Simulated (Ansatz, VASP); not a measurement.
# Hf: VASP beside Ansatz

```
Hf
1.0
     3.17524    0.00000    0.00000
    -1.58762    2.74984    0.00000
     0.00000    0.00000    5.02385
Hf
2
Direct
  0.33333 0.66667 0.25000
  0.66667 0.33333 0.75000
```

Change from the starting cell: volume scaled by 0.98.

Alike in both runs: task single point; functional PBE; k mesh 13 × 13 × 7; occupations fermi-dirac, width 0.05 eV; no spin polarisation.

|  | VASP | Ansatz |
| --- | --- | --- |
| version | VASP 6.6.1 | Ansatz 0.2.0 |
| potentials or method | VASP PAW PBE potentials, release 64 (Hf_pv), cutoff 520 eV | all-electron LAPW, scalar-relativistic |

|  | VASP | Ansatz | Ansatz less VASP |
| --- | --- | --- | --- |
| pressure (GPa) | 2.6 | 3.1 | +0.46 |
| largest component of the traceless stress (GPa) | 0.07 | 0.01 | -0.055 |

Ansatz ran all-electron here, so the differences hold the error of VASP's frozen core and of both bases.

The runs have no spin-orbit coupling, so splittings on Hf are missing.
